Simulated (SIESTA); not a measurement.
Input of a SIESTA 5.4.2 run:

Contents of Fe.fdf:

```
SystemName                      Fe
SystemLabel                     Fe
NumberOfSpecies                 1
NumberOfAtoms                   1
%block ChemicalSpeciesLabel
  1  26 Fe
%endblock ChemicalSpeciesLabel

LatticeConstant                 1.0 Ang
%block LatticeVectors
     0.0000000000     1.9417396906     1.9651051623
     1.4984397099     0.0000000000     1.9651051623
     1.4984397099     1.9417396906     0.0000000000
%endblock LatticeVectors
AtomicCoordinatesFormat         Fractional
%block AtomicCoordinatesAndAtomicSpecies
     0.0000000000     0.0000000000     0.0000000000  1  Fe
%endblock AtomicCoordinatesAndAtomicSpecies

%block kgrid.MonkhorstPack
   13   0   0  0.0
    0  13   0  0.0
    0   0  13  0.0
%endblock kgrid.MonkhorstPack
XC.Functional                   GGA
XC.Authors                      PBEsol
PAO.BasisSize                   DZP
PAO.EnergyShift                 0.003 Ry
Mesh.Cutoff                     800 Ry
Spin                            polarized
%block DM.InitSpin
    1   3.000
%endblock DM.InitSpin
OccupationFunction              FD
ElectronicTemperature           0.05 eV
MaxSCFIterations                200
SCF.MustConverge                false
SCF.Mixer.Method                Pulay
SCF.Mixer.Weight                0.1
SCF.Mixer.History               10
SCF.DM.Tolerance                5.0e-05
SCF.H.Tolerance                 1.0e-03 eV
WriteForces                     true
Charge.Mulliken                 end
Charge.Hirshfeld                end
Charge.Voronoi                  end
SaveRho                         true
SaveElectrostaticPotential      true
%block PAO.Basis
  Fe 5
  n=3 0 2
    2.625 0.000
  n=4 0 2
    7.520 0.000
  n=3 1 2
    2.943 0.000
  n=4 1 1
    7.520
  n=3 2 2
    4.859 0.000
%endblock PAO.Basis
```

Potentials or basis: PseudoDojo 0.4 standard (PBEsol files), DZP (energy shift 0.003 Ry; two zetas on semicore shells).

Command:

```console
$ siesta < Fe.fdf > Fe.out 2>&1
```

Q: Predict the net moment.

A: 2.25 μB per cell.

Q: What does it give for the band gap on the k mesh?

A: None (metal or under the smearing width).

Q: Predict the pressure.

A: -9.5 GPa.

Q: Estimate the site moments.

A: Fe +2.25 μB.

Stress tensor (GPa, compression positive):
```
-14.71   0.00   0.00
  0.00  -6.25   0.01
  0.00   0.01  -7.55
```

Caveat: short orbitals over semicore shells can move pressures by several GPa; the basis of atomic orbitals isn't converged, which shifts pressures, moduli and gaps.
